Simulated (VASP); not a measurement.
# H2CO in VASP: notebook

The runs below take H2CO through single point, with PBE+D3(BJ).

Everything below comes from runs of VASP 6.6.1. Logs are shortened: lines on timing, memory, paths and dates and some standing lists are left out, and cuts for length are marked.

## Step 1: The structure

The cell holds a amorphous, 40 atoms: a = 8.188 Å, b = 8.188 Å, c = 8.188 Å, α = 90.00°, β = 90.00°, γ = 90.00°.

The cell was built by a generator and needn't be a form met in nature.

## Step 2: Single point, PBE+D3(BJ)

Input file INCAR:

```
  PREC = Accurate
  ENCUT = 520
  EDIFF = 1E-6
  ISMEAR = -1
  SIGMA = 0.02
  LREAL = Auto
  LASPH = T
  NELM = 60
  ALGO = Normal
  ISIF = 2
  LWAVE = F
  LCHARG = F
  GGA = PE
  IVDW = 12
  NBANDS = 86
```

Input file KPOINTS:

```
Automatic mesh
0
Gamma
  1 1 1
```

Input file POSCAR:

```
H2CO
1.0
    8.1882440000      0.0000000000      0.0000000000
    0.0000000000      8.1882440000      0.0000000000
    0.0000000000      0.0000000000      8.1882440000
O C H
10 10 20
Direct
    0.1412146487      0.0597197641      0.7364949066
    0.4658507978      0.3559371216      0.3491591115
    0.6336034930      0.9126010412      0.0969194372
    0.7337226394      0.4879678720      0.6588103628
    0.3073674893      0.7203253836      0.1915795377
    0.1821635994      0.0775257796      0.2662109239
    0.9010723178      0.6358872549      1.0021196242
    0.7373620034      0.8898855481      0.4857329606
   -0.0657650163      0.3323667443      0.2840902152
    0.5109398303      0.1956097058      0.8060946889
    0.2297684339      0.1320063252      0.6427629660
    0.5715144786      0.2771412283      0.2814278617
    0.5955000852      0.7694201589      0.0756694598
    0.5891739425      0.5016460184      0.6353743245
    0.3165147497      0.8066686826      0.3147683435
    0.1800019638      0.1028425631      0.1159589284
    0.9651397784      0.6590668280      0.8685256570
    0.8397404865      0.9018539262      0.3777000295
   -0.0055811722      0.4443809930      0.3635578031
    0.6102040926      0.0859891327      0.8011852114
    0.3379967671      0.0770128492      0.5897112983
    0.2191190199      0.2639393745      0.6094957600
    0.6216351149      0.3047295611      0.1590084516
    0.6284375502      0.1648705144      0.3350168852
    0.6100209031      0.6739540248      0.1699631814
    0.5308342057      0.7427844114     -0.0374317131
    0.5427537333      0.5611337425      0.5218212843
    0.4909721791      0.4650569768      0.7201666194
    0.2205723230      0.8005013041      0.4109061723
    0.4189787212      0.8972619770      0.3267122963
    0.1349129313      0.2251032089      0.0766831081
    0.2180076705      0.0056788733      0.0307269788
    1.0834068941      0.5962694810      0.8416700821
    0.9163991693      0.7503806677      0.7849668378
    0.8789430310      1.0236749174      0.3443717603
    0.8991915727      0.7895832122      0.3285197657
    0.0852441622      0.5279398122      0.3106893248
   -0.0243519856      0.4535404661      0.4949412841
    0.7406960516      0.1130645350      0.8223130625
    0.5901265277     -0.0383476604      0.7526644296
```

Potentials or basis: VASP PAW PBE potentials, release 64 (O, C, H).

Started as:

```bash
cat potpaw_PBE.64/O/POTCAR potpaw_PBE.64/C/POTCAR potpaw_PBE.64/H/POTCAR > POTCAR
mpirun -np 1 vasp_gam > vasp.out
```

OUTCAR:

```text
PREC = Accurate
   ENCUT = 520
   EDIFF = 1E-6
   ISMEAR = -1
   LREAL = Auto
   LASPH = T
   NELM = 60
   ISIF = 2
   GGA = PE
   IVDW = 12
 IVDW          = 12

 ion  position               nearest neighbor table
   1  0.141  0.060  0.736-  11 1.21
   2  0.466  0.356  0.349-  12 1.21
   3  0.634  0.913  0.097-  13 1.23
   4  0.734  0.488  0.659-  14 1.20
   5  0.307  0.720  0.192-  15 1.23
   6  0.182  0.078  0.266-  16 1.25
   7  0.901  0.636  0.002-  17 1.23
   8  0.737  0.890  0.486-  18 1.22
   9  0.934  0.332  0.284-  19 1.23
  10  0.511  0.196  0.806-  20 1.21
  11  0.230  0.132  0.643-  21 1.08  22 1.12   1 1.21
  12  0.572  0.277  0.281-  23 1.11  24 1.12   2 1.21
  13  0.596  0.769  0.076-  26 1.09  25 1.11   3 1.23
  14  0.589  0.502  0.635-  28 1.10  27 1.12   4 1.20
  15  0.317  0.807  0.315-  29 1.11  30 1.12   5 1.23
  16  0.180  0.103  0.116-  32 1.10  31 1.11   6 1.25
  17  0.965  0.659  0.869-  34 1.09  33 1.12   7 1.23
[... 21 lines left out ...]
  39  0.741  0.113  0.822-  20 1.10
  40  0.590  0.962  0.753-  20 1.11

  LATTYP: Found a simple cubic cell.
 ALAT       =     8.1882440000

  Lattice vectors:

 A1 = (   8.1882440000,   0.0000000000,   0.0000000000)
 A2 = (   0.0000000000,   8.1882440000,   0.0000000000)
 A3 = (   0.0000000000,   0.0000000000,   8.1882440000)

Analysis of symmetry for initial positions (statically):
=====================================================================
 Subroutine PRICEL returns:
 Original cell was already a primitive cell.

 Routine SETGRP: Setting up the symmetry group for a
 simple cubic supercell.

 Subroutine GETGRP returns: Found  1 space group operations
 (whereof  1 operations were pure point group operations)
 out of a pool of 48 trial point group operations.

The static configuration has the point symmetry C_1 .

Analysis of symmetry for dynamics (positions and initial velocities):
=====================================================================
 Subroutine PRICEL returns:
 Original cell was already a primitive cell.

 Routine SETGRP: Setting up the symmetry group for a
 simple cubic supercell.

 Subroutine GETGRP returns: Found  1 space group operations
 (whereof  1 operations were pure point group operations)
 out of a pool of 48 trial point group operations.

[... 154 lines left out ...]
   EDIFFG = 0.1E-04   stopping-criterion for IOM
   NSW    =      0    number of steps for IOM
   IBRION =     -1    ionic relax: 0-MD 1-quasi-New 2-CG
   NFREE  =      0    steps in history (QN), initial steepest desc. (CG)
   ISIF   =      2    stress and relaxation
   ISYM   =      2    0-nonsym 1-usesym 2-fastsym
   POTIM  = 0.5000    time-step for ionic-motion
   TEBEG  =    0.0;   TEEND  =   0.0 temperature during run
   PSTRESS=    0.0 pullay stress
   NELECT =     120.0000    total number of electrons
   NUPDOWN=      -1.0000    fix difference up-down
   EMIN   =  10.00;   EMAX   =-10.00  energy-range for DOS
   EFERMI =   0.00;   METHOD = LEGACY
   ISMEAR =    -1;   SIGMA  =   0.02  broadening in eV -4-tet -1-fermi 0-gaus
   EFERMI_NEDOS =   21; number of points for ismear=-14 and -15
   IALGO  =     38    algorithm
   IMIX   =      4    mixing-type and parameters
     AMIX     =   0.40;   BMIX     =  1.00
     AMIX_MAG =   1.60;   BMIX_MAG =  1.00
  volume/ion in A,a.u.               =      13.72        92.62
  Fermi-wavevector in a.u.,A,eV,Ry     =   0.986153  1.863560 13.231645  0.972499
  Thomas-Fermi vector in A             =   2.117513
   LORBIT       =      0    0 simple, 1 ext, 2 COOP (PROOUT), +10 PAW based schemes
   GGA     = PE    functional components
   LHFCALC =     F    Hartree Fock is set to
   AEXX    =    0.0000 exact exchange contribution
   IVDW    =    12    specifies the selected vdW correction
   LEPSILON=     F    determine dielectric tensor
   LRPA    =     F    only Hartree local field effects (RPA)
 non-spin polarized calculation
  energy-cutoff  :      520.00
  volume of cell :      549.00
 maximum number of plane-waves:      7386
 NGX is ok and might be reduce to    64
   NGX = 31   NGY = 31   NGZ = 31

 number of electron     119.9999992 magnetization

 Free energy of the ion-electron system (eV)
  ---------------------------------------------------
  ext. energy  EPLUGINS =         0.00000000
  ---------------------------------------------------
  free energy    TOTEN  =      -222.36645710 eV

  energy without entropy =     -222.36645710  energy(sigma->0) =     -222.36645710

 E-fermi :  -2.2039     XC(G=0):  -6.4316

 val. band max:       -2.7649733382   @ k =   0.0000   0.0000   0.0000
 cond. band min:       0.0971528600   @ k =   0.0000   0.0000   0.0000
 fundamental gap:      2.8621261983
 Fermi energy:        -2.2039133168

 k-point     1 :       0.0000    0.0000    0.0000
  band No.  band energies     occupation
      1     -23.5131      2.00000
      2     -23.4489      2.00000
      3     -23.4304      2.00000
      4     -23.3827      2.00000
      5     -23.3462      2.00000
      6     -23.3038      2.00000
[... 64 lines left out ...]
     71       2.4813      0.00000
     72       3.4367      0.00000
 [bands above 72 left out]

------------------------ aborting loop because EDIFF is reached ----------------------------------------

 Edisp (eV)   -1.63450

 E8    (eV) :    -0.3786

  FORCE on cell =-STRESS in cart. coord.  units (eV):
  Direction    XX          YY          ZZ          XY          YZ          ZX
  --------------------------------------------------------------------------------------
  -------------------------------------------------------------------------------------
  Total       2.05233     0.22809    -0.85307    -0.04926    -0.10793    -0.55307
  in kB       5.98942     0.66565    -2.48958    -0.14376    -0.31496    -1.61406
  external pressure =        1.39 kB  Pullay stress =        0.00 kB

 VOLUME and BASIS-vectors are now :
 -----------------------------------------------------------------------------
  energy-cutoff  :      520.00
  volume of cell :      549.00
      direct lattice vectors                 reciprocal lattice vectors
     8.188244000  0.000000000  0.000000000     0.122126307  0.000000000  0.000000000
     0.000000000  8.188244000  0.000000000     0.000000000  0.122126307  0.000000000
     0.000000000  0.000000000  8.188244000     0.000000000  0.000000000  0.122126307

 POSITION                                       TOTAL-FORCE (eV/Angst)
 -----------------------------------------------------------------------------------
      1.15630      0.48900      6.03060        -0.776269     -0.299344      0.310826
      3.81450      2.91450      2.85900        -0.301574      0.269806      0.110815
      5.18810      7.47260      0.79360         0.438270      0.329443      0.400421
      6.00790      3.99560      5.39450         1.024019     -0.394385      0.492846
      2.51680      5.89820      1.56870         0.014607      0.227691      0.534210
      1.49160      0.63480      2.17980         0.160930     -0.078567     -1.497018
[... 32 lines left out ...]
      6.06500      0.92580      6.73330         0.270770     -0.035212      0.358390
      4.83210      7.87424      6.16300        -0.554052     -0.219725      0.123897
 -----------------------------------------------------------------------------------
    total drift:                               -0.000080     -0.001169     -0.018789

  FREE ENERGIE OF THE ION-ELECTRON SYSTEM (eV)
  ---------------------------------------------------
  free  energy   TOTEN  =      -224.0009589044 eV

  energy  without entropy=     -224.0009589044  energy(sigma->0) =     -224.00095890
```

OSZICAR:

```text
N       E                     dE             d eps       ncg     rms          rms(c)
DAV:   1     0.940469737716E+03    0.94047E+03   -0.62761E+04   180   0.126E+03
DAV:   2    -0.118960943464E+03   -0.10594E+04   -0.10136E+04   210   0.293E+02
DAV:   3    -0.236218433927E+03   -0.11726E+03   -0.11496E+03   216   0.103E+02
DAV:   4    -0.239254555492E+03   -0.30361E+01   -0.30117E+01   200   0.180E+01
DAV:   5    -0.239330852296E+03   -0.76297E-01   -0.76253E-01   208   0.262E+00    0.273E+01
DAV:   6    -0.225480723572E+03    0.13850E+02   -0.31775E+01   192   0.197E+01    0.141E+01
DAV:   7    -0.222935634696E+03    0.25451E+01   -0.33436E+00   200   0.707E+00    0.692E+00
DAV:   8    -0.222390782366E+03    0.54485E+00   -0.20327E+00   200   0.411E+00    0.201E+00
DAV:   9    -0.222365172178E+03    0.25610E-01   -0.20655E-01   192   0.156E+00    0.649E-01
DAV:  10    -0.222363651549E+03    0.15206E-02   -0.24200E-02   184   0.652E-01    0.252E-01
DAV:  11    -0.222366216179E+03   -0.25646E-02   -0.83496E-03   184   0.326E-01    0.122E-01
DAV:  12    -0.222366530479E+03   -0.31430E-03   -0.19061E-03   184   0.196E-01    0.547E-02
DAV:  13    -0.222366501248E+03    0.29231E-04   -0.34503E-04   216   0.748E-02    0.322E-02
DAV:  14    -0.222366468199E+03    0.33049E-04   -0.10338E-04   184   0.460E-02    0.138E-02
DAV:  15    -0.222366460213E+03    0.79864E-05   -0.27469E-05   216   0.266E-02    0.918E-03
DAV:  16    -0.222366458533E+03    0.16799E-05   -0.65413E-06   208   0.110E-02    0.583E-03
DAV:  17    -0.222366457276E+03    0.12571E-05   -0.13067E-06   136   0.641E-03    0.220E-03
DAV:  18    -0.222366457097E+03    0.17863E-06   -0.10598E-06   144   0.413E-03
   1 F= -.22400096E+03 E0= -.22400096E+03  d E =-.800173E-12
```

stdout:

```text
POSCAR found type information on POSCAR O C H
 POSCAR found :  3 types and      40 ions
 scaLAPACK will be used
 LDA part: xc-table for (Slater+PW92), standard interpolation
 POSCAR, INCAR and KPOINTS ok, starting setup
 FFT: planning ... GRIDC
 FFT: planning ... GRID_SOFT
 FFT: planning ... GRID
 WAVECAR not read
 entering main loop
```

Wall time 2.2 min (1 thread of AMD EPYC 7R13 (Zen 3), shared host); peak memory 0.47 GiB.

Results:

| Item | Value |
| --- | --- |
| Free energy | -224.0010 eV |
| Pressure | 0.1 GPa |
| Largest force | 2.178 eV/Å |
| Band gap on the k mesh | 2.86 eV, direct |
| Dispersion energy per atom | -0.041 eV |

Forces in eV/Å, atoms in the order of the input:
```
O   -0.776 -0.299  0.311
O   -0.302  0.270  0.111
O    0.438  0.329  0.400
O    1.024 -0.394  0.493
O    0.015  0.228  0.534
O    0.161 -0.079 -1.497
O    0.048  0.003 -0.522
O   -0.395 -0.294  0.188
O   -0.072  0.601  0.182
O   -0.922  0.195  0.307
C    0.600  0.786  0.030
C    0.686 -0.958 -0.181
C   -0.415  0.526  0.143
C   -1.175  0.971 -0.878
C   -0.034  0.278 -0.852
C   -0.270  0.224  2.149
C    0.278 -0.234  1.577
C   -0.256 -0.421  0.856
C    0.390 -1.143 -0.422
C    1.269 -0.033 -0.573
H    0.474 -0.573 -0.540
H   -0.390 -0.032  0.107
H   -0.136  0.357 -0.219
H   -0.252  0.228  0.191
H    0.215 -0.086 -0.164
H   -0.103 -0.799 -0.514
H    0.076  0.019  0.033
H    0.151 -0.310  0.412
H    0.285  0.000  0.083
H   -0.305 -0.412  0.339
H    0.168 -0.359 -0.393
H    0.013  0.098 -0.290
H   -0.200  0.058 -0.348
H   -0.163  0.219 -0.657
H    0.488  0.504 -0.724
H    0.044  0.249 -0.316
H    0.054  0.380 -0.449
H   -0.429  0.157  0.612
H    0.271 -0.035  0.358
H   -0.554 -0.220  0.124
```

Caveat: the standard files for N, O and F lose accuracy on very short bonds.

## Step 3: Single point, PBE+D3(BJ)

Input file INCAR:

```
PREC = Accurate
ENCUT = 520
EDIFF = 1E-6
ISMEAR = -1
SIGMA = 0.02
LREAL = Auto
LASPH = T
NELM = 100
ALGO = Normal
ISIF = 2
LWAVE = F
LCHARG = F
GGA = PE
IVDW = 12
NBANDS = 86
```

Input file KPOINTS:

```
regular mesh
0
Gamma
  1 1 1
```

Input file POSCAR:

```
H2CO
1.0
    8.1882440000      0.0000000000      0.0000000000
    0.0000000000      8.1882440000      0.0000000000
    0.0000000000      0.0000000000      8.1882440000
O C H
10 10 20
Direct
    0.1463683789      0.0551644528      0.7462039480
    0.4670476356      0.3419780847      0.3516749134
    0.6268254830      0.9221391058      0.0976277698
    0.7458497817      0.4877358320      0.6631214214
    0.3089917692      0.7078074371      0.1920924682
    0.1812476521      0.0665466246      0.2650995745
    0.9175105187      0.6357284907      1.0015700558
    0.7263095726      0.8898000597      0.4763292349
   -0.0627118586      0.3310355676      0.2907338863
    0.5171560593      0.2075048081      0.8042872196
    0.2254940131      0.1261198372      0.6420668461
    0.5803075727      0.2775686704      0.2806096154
    0.5936926159      0.7782498909      0.0725674516
    0.5968434746      0.4973593850      0.6287672913
    0.3233171850      0.7985350705      0.3116052721
    0.1590695148      0.0953195826      0.1217843533
    0.9699271297      0.6504447107      0.8643122994
    0.8448453661      0.8925601142      0.3908408201
    0.0095747025      0.4399111702      0.3597963129
    0.6193879909      0.1010595190      0.7931981509
    0.3211066988      0.0600983556      0.5688399124
    0.1870486517      0.2515435544      0.6024857100
    0.6155043743      0.3025312875      0.1522915047
    0.6649655286      0.1821758121      0.3391203291
    0.6408822209      0.6800603402      0.1574940854
    0.5409096260      0.7339668920     -0.0486551207
    0.5560166502      0.5681071546      0.5236409662
    0.5047968771      0.4294205204      0.7052305720
    0.2367540586      0.7917692731      0.4167560224
    0.4319485350      0.8823381423      0.3212654630
    0.1296615001      0.2159193107      0.0706867065
    0.1998474887     -0.0043476965      0.0267822991
    1.0684830594      0.5628435108      0.8246945255
    0.9205392512      0.7489029394      0.7776392594
    0.8944774973      1.0160298105      0.3433703246
    0.8999487558      0.7760760427      0.3547280711
    0.1044790556      0.5165332152      0.2934573029
   -0.0269654886      0.4813608388      0.4847315249
    0.7537879917      0.1249840625      0.8140695368
    0.5714412028     -0.0223979647      0.7546306632
```

Potentials or basis: VASP PAW PBE potentials, release 64 (O, C, H).

Started as:

```bash
cat potpaw_PBE.64/O/POTCAR potpaw_PBE.64/C/POTCAR potpaw_PBE.64/H/POTCAR > POTCAR
mpirun -np 1 vasp_gam > vasp.out
```

Run time: 82 s. Hardware: 1 thread of AMD EPYC 7R13 (Zen 3), shared host; peak memory 0.47 GiB.

The run converged. Its results:

```
Free energy                : -223.7800 eV
Pressure                   : -0.9 GPa
Largest force              : 3.060 eV/Å
Band gap on the k mesh     : 2.92 eV, direct
Dispersion energy per atom : -0.041 eV
```

Forces on the atoms (eV/Å):
```
O   -0.078 -0.190  0.281
O   -0.153  0.164  0.021
O   -0.415 -0.075 -0.055
O   -2.051  0.108 -0.496
O    0.087  0.501  0.467
O   -0.341  0.087  0.921
O   -0.394  0.160  0.703
O   -1.700  0.005  1.419
O   -0.279 -0.650 -0.199
O   -0.384  0.772  0.406
C   -0.422 -0.262 -0.649
C    1.158 -1.215  0.270
C    0.929 -0.644 -0.645
C    1.910 -0.551  1.127
C    0.346 -0.193 -0.377
C    1.898 -1.497 -1.876
C    0.076  0.156 -0.647
C    0.998  1.473 -1.262
C    0.326  1.423 -0.215
C   -0.076 -0.968 -0.253
H   -0.061  0.517  0.261
H    0.544 -0.097  0.057
H   -0.266  0.277 -0.188
H   -0.795  0.686 -0.146
H   -0.595  0.344 -0.306
H    0.089  0.283  0.795
H   -0.172  0.408 -0.356
H    0.387  0.454 -0.422
H    0.130  0.066 -0.163
H   -0.530 -0.190  0.187
H   -0.503  0.245  0.186
H   -0.839  1.011  0.765
H   -0.199  0.476 -0.386
H    0.537 -0.735  0.397
H   -0.109 -1.239  0.317
H    0.668 -0.251 -0.376
H   -0.212 -0.495  0.322
H    0.123 -0.226  0.031
H   -0.517 -0.283 -0.077
H    0.885  0.145  0.162
```

Stress tensor (GPa, compression positive):
```
-1.45 -0.15 -0.84
-0.15 -1.02  0.08
-0.84  0.08 -0.12
```

Levels at points of the mesh, in eV from the valence-band top:
```
           k point  band 57  band 58  band 59  band 60  band 61  band 62  band 63  band 64
(0.00, 0.00, 0.00)    -0.28    -0.27    -0.16     0.00     2.92     2.94     3.17     3.30
```

Caveat: the standard files for N, O and F lose accuracy on very short bonds. Expect the measured gap to be larger: semilocal functionals such as PBE lack the derivative discontinuity.

[end of part 1 of 2]
